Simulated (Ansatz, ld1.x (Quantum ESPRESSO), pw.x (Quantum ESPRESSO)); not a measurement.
# Tc: does the TM potential hold in the solid?

ld1.x (Quantum ESPRESSO) 7.5 input, shortened:

```
&input
   title='Tc', zed=43., rel=1, dft='PBE', iswitch=3,
   config='[Kr] 4d5 5s2 5p0'
 /
 &inputp
   pseudotype=2, tm=.true., lloc=0,
   nlcc=.true., new_core_ps=.true.
 /
3
5P  2  1   0.00   0.00  2.60  2.60  0.0
4D  3  2   5.00   0.00  2.15  2.15  0.0
5S  1  0   2.00   0.00  2.60  2.60  0.0
 &test
   configts(1)='4d5 5s2 5p0'
 /
```

Crystal test: diamond Tc in pw.x 7.5, no spin, 8³ k-points, Fermi–Dirac smearing 0.01 Ry, cutoffs 55/220 Ry. The reference is all-electron LAPW (Ansatz 0.2.0) with the same functional, mesh and smearing; V0 and B0 come from Birch–Murnaghan fits to the pressures at five volumes. Errors are pseudo minus all-electron; Δ is the rms difference of the E(V) curves that follow from these fits, minima aligned, over ±6 % about the mean V0. Mesh and smearing are coarse, so the numbers serve the comparison and aren't converged zero-temperature values; the lattice is a test structure that the element need not adopt.

All-electron: a0 = 5.541 Å (V0 = 21.27 Å³/atom), B0 = 149.7 GPa.

How far does the potential miss the all-electron equation of state?

mean pressure error (GPa): +10.47. The pressure does not cross zero within the volumes sampled, so no fit is given. The largest radius (2.60 bohr) exceeds half the bond length (2.27 bohr), so the spheres overlap, which is one possible source of error among others. This is a poor potential for the solid.

| V (Å³/atom) | P all-electron (GPa) | P pseudo (GPa) |
| --- | --- | --- |
| 20.207 | 8.57 | 20.77 |
| 20.739 | 3.99 | 15.25 |
| 21.271 | -0.01 | 10.38 |
| 21.803 | -3.52 | 6.10 |
| 22.335 | -6.58 | 2.32 |

At the middle volume, how do free energy and pressure move when the wave cutoff is lowered (ecutrho kept at four times it)?

```json
{"cutoff (Ry)": "25", "shift of F (meV/atom)": "+3835.3", "shift of P (GPa)": "-113.98"}
{"cutoff (Ry)": "33", "shift of F (meV/atom)": "+489.1", "shift of P (GPa)": "-24.12"}
{"cutoff (Ry)": "44", "shift of F (meV/atom)": "+5.7", "shift of P (GPa)": "-0.64"}
```

Input at the middle volume:

```
&control
  calculation='scf', prefix='x', pseudo_dir='./', outdir='./tmp', tstress=.true., disk_io='none'
/
&system
  ibrav=0, nat=2, ntyp=1, ecutwfc=55, ecutrho=220, nbnd=15,
  occupations='smearing', smearing='fd', degauss=0.01
/
&electrons
  conv_thr=1e-09, mixing_beta=0.4, electron_maxstep=70
/
ATOMIC_SPECIES
Tc 1.0 Tc.UPF
CELL_PARAMETERS angstrom
  0.00000000 2.77074124 2.77074124
  2.77074124 0.00000000 2.77074124
  2.77074124 2.77074124 0.00000000
ATOMIC_POSITIONS crystal
Tc 0.0000 0.0000 0.0000
Tc 0.2500 0.2500 0.2500
K_POINTS automatic
8 8 8 0 0 0
```

```bash
pw.x < Tc.scf.in > Tc.scf.out
```

Lines of the output:

```
Message from routine setup:
     using ibrav=0 with symmetry is DISCOURAGED, use correct ibrav instead
     lattice parameter (alat)  =       7.4047  a.u.
     unit-cell volume          =     287.0876 (a.u.)^3
     number of electrons       =        14.00
     number of Kohn-Sham states=           15
     kinetic-energy cutoff     =      55.0000  Ry
     charge density cutoff     =     220.0000  Ry
     scf convergence threshold =      1.0E-09
     Exchange-correlation= PBE
     number of k points=    29  Fermi-Dirac smearing, width (Ry)=  0.0100
     iteration #  1     ecut=    55.00 Ry     beta= 0.40
     total energy              =     -87.58137654 Ry
     estimated scf accuracy    <       0.10435103 Ry
     iteration #  2     ecut=    55.00 Ry     beta= 0.40
     total energy              =     -87.58914075 Ry
     estimated scf accuracy    <       0.01309304 Ry
     iteration #  3     ecut=    55.00 Ry     beta= 0.40
     total energy              =     -87.58887651 Ry
     estimated scf accuracy    <       0.00249539 Ry
     iteration #  4     ecut=    55.00 Ry     beta= 0.40
     total energy              =     -87.58907543 Ry
     estimated scf accuracy    <       0.00000966 Ry
     iteration #  5     ecut=    55.00 Ry     beta= 0.40
     total energy              =     -87.58909077 Ry
     estimated scf accuracy    <       0.00000157 Ry
     iteration #  6     ecut=    55.00 Ry     beta= 0.40
     total energy              =     -87.58909057 Ry
     estimated scf accuracy    <       0.00000069 Ry
     iteration #  7     ecut=    55.00 Ry     beta= 0.40
     total energy              =     -87.58909069 Ry
     estimated scf accuracy    <       0.00000005 Ry
     iteration #  8     ecut=    55.00 Ry     beta= 0.40
     total energy              =     -87.58909069 Ry
     estimated scf accuracy    <          4.7E-09 Ry
     iteration #  9     ecut=    55.00 Ry     beta= 0.40
     the Fermi energy is     9.1458 ev
!    total energy              =     -87.58909069 Ry
     estimated scf accuracy    <          8.2E-10 Ry
     smearing contrib. (-TS)   =      -0.00871305 Ry
     The total energy is F=E-TS. E is the sum of the following terms:
     one-electron contribution =      11.87306573 Ry
     hartree contribution      =       6.58178996 Ry
     xc contribution           =     -55.62346425 Ry
     ewald contribution        =     -50.41176907 Ry
     convergence has been achieved in   9 iterations
          total   stress  (Ry/bohr**3)                   (kbar)     P=      103.82
     Message from routine punch:
     Nothing written, as per user request (disk_io='none')
```

The run at the middle volume (29 k-points, 9 iterations) took about 13 s on one core of a shared host (Neoverse-V1, 32 threads, 247 GiB, load 10).
